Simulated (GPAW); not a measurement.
Tl:

```
Tl
1.0
     3.45600    0.00000    0.00000
    -1.72800    2.99298    0.00000
     0.00000    0.00000    5.52500
Tl
2
Direct
  0.66667 0.33333 0.75000
  0.33333 0.66667 0.25000
```

Program: GPAW 26.7.0. Alike in all runs: no spin polarisation; cell as given; k mesh 9 × 9 × 5; cutoff (eV) 600.

Order these runs on this cell by their pressure, lowest first.
A. level PBE+D3(BJ); potentials or basis GPAW PAW data sets (gpaw-data 1.2.1), pw; smearing methfessel-paxton 0.2 eV; smearing order 1; band path GMKGALHA,LM,KH; band points 60
B. level LDA; potentials or basis the program's PAW data sets (release 1.2.1) made for this functional, pw; smearing gaussian 0.1 eV
C. level revPBE; potentials or basis the program's PAW data sets (release 1.2.1) made for this functional, pw; smearing methfessel-paxton 0.2 eV; smearing order 1; band path GMKGALHA,LM,KH; band points 100

B (-1.9 GPa), A (1.1 GPa), C (4.5 GPa).

Caveats: this smearing can pin the Fermi level at a band edge (some runs); pairwise dispersion overbinds metals, which lowers pressure and volume (some runs).
